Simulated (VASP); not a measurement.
Pb: single point with PBEsol

The system is Pb.

```
CELL_PARAMETERS angstrom
-1.97966 1.97966 1.97966
1.97966 -1.97966 1.97966
1.97966 1.97966 -1.97966
ATOMIC_POSITIONS crystal
Pb 0.00000 0.00000 0.00000
```

This isn't the form of Pb at room conditions, which is fcc.

```yaml
Program: VASP 6.6.1
Task: single point
Functional: PBEsol
Potentials_or_basis: VASP PAW PBE potentials, release 64 (Pb)
Cutoff: 500 eV
k_mesh: 9 × 9 × 9
Occupations: gaussian, width 0.02 eV
Spin: no spin polarisation
```

```json
{
 "Pressure": "-2.2 GPa",
 "Band gap on the k mesh": "none (metal or under the smearing width)"
}
```

Levels at points of the mesh, in eV from the Fermi level:
| k point | band 1 | band 2 | band 3 | band 4 | band 5 | band 6 |
| --- | --- | --- | --- | --- | --- | --- |
| (0.00, 0.00, 0.00) | -11.73 | 7.34 | 7.34 | 7.34 | 11.00 | 11.00 |

It took 8.9 s on 1 thread of Intel(R) Xeon(R) Platinum 8488C (Sapphire Rapids), on a shared host, peak memory 0.16 GiB.

Caveat: the PAW data sets were made with another functional, which shifts forces and pressure a little. The run has no spin-orbit coupling, so splittings on Pb are missing.
